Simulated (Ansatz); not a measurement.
## GaSb: rattling a relaxed structure

It was relaxed at this level from a cell as deposited in COD.

Method: DFT PBE, scalar-relativistic, plane waves, PAW in Ansatz. Settings: cutoff 420 eV, Γ-centred mesh 16×16×16 on the computed 2-atom cell, Gaussian smearing of 0.10 eV; no spin polarisation.

The cell below (2 atoms, space group F-43m (No. 216)) is relaxed within its symmetry.

```xyz
2
Lattice="0.0000 3.1069 3.1069 3.1069 0.0000 3.1069 3.1069 3.1069 0.0000" Properties=species:S:1:pos:R:3 pbc="T T T"
Ga    0.0000    0.0000    0.0000
Sb    1.5534    1.5534    1.5534
```

For the test a repeat of it with 8 atoms (edges 4.39, 7.61, 7.61 Å) was strained at random (σ = 1.5 % a component), the atoms were moved at random (σ = 0.05 Å), and all was relaxed again on a coarse 6×4×4 mesh (in the run’s order of axes) with 0.20 eV smearing, with no symmetry imposed.

These runs have no spin–orbit coupling, which can matter for Sb.

Q: Is the structure stable against such a distortion?

A: It returns, within 1 meV/atom of the unmoved cell on that mesh and with the same symmetry when read at 0.1 Å (Cc at 0.01 Å, so small strains and shifts remain). So it is stable against the distortions that fit this cell and that this random move excites. Modes that don't fit the cell aren't tested.
